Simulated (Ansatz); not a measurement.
Runs of Ansatz 0.2.0 on MnO. The structure is cubic, space group Fm-3m (No. 225). The conventional cell has a = 4.448 Å, b = 4.448 Å, c = 4.448 Å, α = 90.00°, β = 90.00°, γ = 90.00°. Mn (site symmetry m-3m) has 6 O at 2.22 Å as nearest neighbours. O (site symmetry m-3m) is surrounded by 6 Mn at 2.22 Å. The cell is a database's computed one.

```tsv
level	U	hubbard projectors	double counting	gap on the mesh (eV)	pressure (GPa)	moment (μB)
PBEsol+U	Mn d U = 4 eV	ortho-atomic (the default)	fll (the default)	none	2.8	5.00
PBEsol	-	-	-	none	(b)	4.77
PBEsol+U	Mn d U = 2 eV	ortho-atomic (the default)	fll (the default)	none	0.4	5.00
PBEsol+U	Mn d U = 5 eV	ortho-atomic (the default)	fll (the default)	0.18	3.9	5.00
PBEsol+U	Mn d U = 8 eV	ortho-atomic (the default)	fll (the default)	0.54	(a)	5.00
PBEsol+U	Mn d U = 1 eV	ortho-atomic (the default)	fll (the default)	none	-2.1	4.95
PBEsol+U	Mn d U = 6 eV	ortho-atomic (the default)	fll (the default)	0.32	5.1	5.00
PBEsol+U	Mn d U = 3 eV	ortho-atomic (the default)	fll (the default)	none	(c)	5.00
```

Alike in all rows: task band structure; potentials or basis Ansatz PAW; spin collinear, ferromagnetic start; cell as given; k mesh 10 × 10 × 10; cutoff (eV) 420; smearing fermi-dirac 0.05 eV.

Task: Fill in the values left out.

Result: (a) 7.4; (b) -7.2; (c) 1.6.

Caveats: a cell with one magnetic atom can't hold antiferromagnetic order, which such compounds often take; the PAW data sets come from PBE, with cores solved anew for the run's functional, which leaves a small shift of forces and pressure; the magnetic or orbital state may not be the lowest (some runs); semilocal functionals often make such compounds metallic where correlation or magnetic order opens a gap, which also shifts bond lengths (some runs).

A gap of «none» marks a metal or a gap under the smearing width.
